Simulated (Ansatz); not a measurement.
## Field gradients at the nuclei in ZnS under strain

The cell is an entry of the Crystallography Open Database (COD), relaxed with PBE at fixed cell and then changed (z compressed by 2 %, ions relaxed).

```cif
data_structure
_symmetry_space_group_name_H-M 'P 1'
_symmetry_Int_Tables_number 1
_cell_length_a 15.4730
_cell_length_b 15.4730
_cell_length_c 15.4730
_cell_angle_alpha 14.219
_cell_angle_beta 14.219
_cell_angle_gamma 14.219
_cell_volume 194.55
loop_
_atom_site_label
_atom_site_type_symbol
_atom_site_fract_x
_atom_site_fract_y
_atom_site_fract_z
_atom_site_occupancy
Zn1 Zn 0.99980 0.99980 0.99980 1
Zn2 Zn 0.73305 0.73305 0.73305 1
Zn3 Zn 0.46631 0.46631 0.46631 1
Zn4 Zn 0.86637 0.86637 0.86637 1
Zn5 Zn 0.59975 0.59975 0.59975 1
S6 S 0.05038 0.05038 0.05038 1
S7 S 0.78353 0.78353 0.78353 1
S8 S 0.51690 0.51690 0.51690 1
S9 S 0.91694 0.91694 0.91694 1
S10 S 0.65032 0.65032 0.65032 1
```

Sites (sets of like atoms) are named by element and the number of their first atom in this list.

All values are calculated (Ansatz; DFT, PBE, plane waves and PAW, scalar-relativistic, 420 eV cutoff, Γ-centred 13×13×13 k-points, Fermi–Dirac smearing 0.02 eV), not measured.

V_zz is the principal component of the electric field gradient with the largest magnitude, η = (V_xx − V_yy)/V_zz and C_Q = eQV_zz/h.

⁶⁷Zn: I = 5/2, Q = 122.0 mb; S-33: I = 3/2, Q = -69.40 mb. Nuclear quadrupole moments: year-2017 set (Pyykkö).

| site | atoms (order as listed) | first shell | V_zz (10²¹ V/m²) | η | C_Q (MHz) |
| --- | --- | --- | --- | --- | --- |
| Zn1 | 1 | 4 S at 2.32–2.33 Å | -0.15 | 0.00 | -0.449 |
| Zn2 | 2 | 4 S at 2.32–2.33 Å | -0.015 | 0.00 | -0.043 |
| Zn3 | 3 | 4 S at 2.32–2.33 Å | -0.15 | 0.00 | -0.455 |
| Zn4 | 4, 5 | 4 S at 2.32–2.33 Å | -0.12 | 0.00 | -0.352 |
| S6 | 6 | 4 Zn at 2.32–2.33 Å | -0.61 | 0.00 | 1.03 |
| S7 | 7 | 4 Zn at 2.32–2.33 Å | -0.74 | 0.00 | 1.25 |
| S8 | 8 | 4 Zn at 2.32–2.33 Å | -0.52 | 0.00 | 0.877 |
| S9 | 9 | 4 Zn at 2.32–2.33 Å | -0.52 | 0.00 | 0.871 |
| S10 | 10 | 4 Zn at 2.32–2.33 Å | -0.51 | 0.00 | 0.862 |

An axis of threefold or higher order runs through Zn1, Zn2, Zn3, Zn4, S6 and S7 and others, so V_zz lies along it and η is zero.
